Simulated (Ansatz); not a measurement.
# TiO2 (I4_1/amd): the equilibrium volume

At what volume is TiO2 (I4_1/amd) free of pressure?

Computed with Ansatz 0.2.0 (DFT PBE, scalar-relativistic, plane waves, PAW, unless a step's input says otherwise).

3 further runs of the same task are left out: 3 set aside as unsound or not needed.

### Step 1. The starting structure

Symmetry: I4_1/amd, No. 141, tetragonal system. Conventional cell: a = 3.783 Å, b = 3.783 Å, c = 9.615 Å, α = 90.00°, β = 90.00°, γ = 90.00°. Ti (site symmetry -4m2) is surrounded by 6 O at 1.94 to 1.99 Å. O (site symmetry 2mm) has 3 Ti at 1.94 to 1.99 Å as nearest neighbours.

Coordinates:

```
CELL_PARAMETERS angstrom
-1.89127 1.89127 4.80751
1.89127 -1.89127 4.80751
1.89127 1.89127 -4.80751
ATOMIC_POSITIONS crystal
Ti 0.00000 0.00000 0.00000
Ti 0.75000 0.25000 0.50000
O 0.95715 0.45715 0.50000
O 0.20715 0.20715 0.00000
O 0.54285 0.04285 0.50000
O 0.79285 0.79285 0.00000
```

### Step 2. The first run (PBE, 6×6×6 mesh)

The input, input.yaml:

```yaml
crystal:
  lattice:
    - [-1.89126984, 1.89126984, 4.8075107874]
    - [1.89126984, -1.89126984, 4.8075107874]
    - [1.89126984, 1.89126984, -4.8075107874]
  atoms:
    - { symbol: Ti, position: [0.0, 0.0, 0.0] }
    - { symbol: Ti, position: [0.75, 0.25, 0.5] }
    - { symbol: O, position: [0.95715212, 0.45715212, 0.5] }
    - { symbol: O, position: [0.20715212, 0.20715212, 0.0] }
    - { symbol: O, position: [0.54284788, 0.04284788, 0.5] }
    - { symbol: O, position: [0.79284788, 0.79284788, 0.0] }
basis:
  ecutwfc: 420
kpoints:
  mp_grid: { grid: [6, 6, 6] }
hamiltonian:
  xc: pbe
scf:
  occupations: { method: gaussian, width: 0.1 }
output:
  forces: true
  stress: true
  eigenvalues: true
```

On the command line:

```console
$ ansatz run input.yaml --threads 8 --pin off --max-ram 16384MiB --backend cpu --events-out ev --progress --plain --runs-dir out
```

Further steps of the session: Full relaxation.

**Question.** What will these runs give? Wanted: volume; pressure; conventional cell; gap on the mesh.

**Answer**, as computed:

```
         quantity                                                                      value
           volume                                                             11.665 Å³/atom
         pressure                                                                   0.01 GPa
conventional cell  a = 3.799 Å, b = 3.799 Å, c = 9.698 Å, α = 90.00°, β = 90.00°, γ = 90.00°
  gap on the mesh                                                                    2.14 eV
```

What this shows: From the first run shown, the volume went from 11.46 to 11.66 Å³/atom (+1.8 %) in 2 runs, where the pressure is zero within 0.01 GPa.

These are semilocal Kohn-Sham gaps, which aren't the measured quantity. Such gaps usually fall short of the measured ones.
